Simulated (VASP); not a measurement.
**K: relaxation of cell and atoms with PBE+D3(BJ)**

K:

```
CELL_PARAMETERS angstrom
-2.61800 2.61800 2.61800
2.61800 -2.61800 2.61800
2.61800 2.61800 -2.61800
ATOMIC_POSITIONS crystal
K 0.00000 0.00000 0.00000
```

```yaml
Program: VASP 6.6.1
Task: relaxation of cell and atoms
Functional: PBE
Dispersion: D3(BJ)
Potentials_or_basis: VASP PAW PBE potentials, release 64 (K_sv)
Cutoff: 600 eV
k_mesh: 12 × 12 × 12
Occupations: gaussian, width 0.1 eV
Spin: no spin polarisation
Further_INCAR_settings: ALGO = Normal; EDIFF = 1e-07; IBRION = 2; EDIFFG = -0.005; NSW = 90; ISIF = 3
```

The relaxed volume is 68.83 Å³/atom. The relaxed cell is a = 4.472 Å, b = 4.472 Å, c = 4.472 Å, α = 109.47°, β = 109.47°, γ = 109.47°. The space group after relaxing (to 0.05 Å) is Im-3m (No. 229), the energy gained by relaxing is 1.5 meV/atom and the ionic steps are 3. The pressure after relaxing is 0.0 GPa. The band gap on the k mesh is none (metal or under the smearing width) and the dispersion energy per atom is -0.121 eV.

The path:
```
step  energy change (eV)  largest force (eV/Å)  pressure (GPa)  volume (Å³)
   1              0.0000                0.0000           -0.16        71.77
   2             -0.0007                0.0000           -0.12        71.03
   3             -0.0015                0.0000            0.00        68.83
```

Final structure:
```xyz
1
Lattice="-2.5817 2.5817 2.5817 2.5817 -2.5817 2.5817 2.5817 2.5817 -2.5817" Properties=species:S:1:pos:R:3 pbc="T T T"
K     0.0000    0.0000    0.0000
```

Levels at points of the mesh, in eV from the Fermi level:
```
           k point  band 1  band 2  band 3  band 4  band 5  band 6  band 7  band 8
(0.00, 0.00, 0.00)  -32.08  -15.53  -15.53  -15.53   -2.24    4.37    4.37    4.37
(0.50, 0.00, 0.00)  -32.08  -15.61  -15.56  -15.53    0.45    0.74    3.20    5.02
(0.50, 0.50, 0.50)  -32.07  -15.59  -15.59  -15.59    1.65    1.65    3.67    3.67
```

It took 55 s on 1 thread of AMD EPYC 9R45 (Zen 5) (shared host), peak memory 0.21 GiB.

Caveat: pairwise dispersion overbinds metals, which lowers pressure and volume.
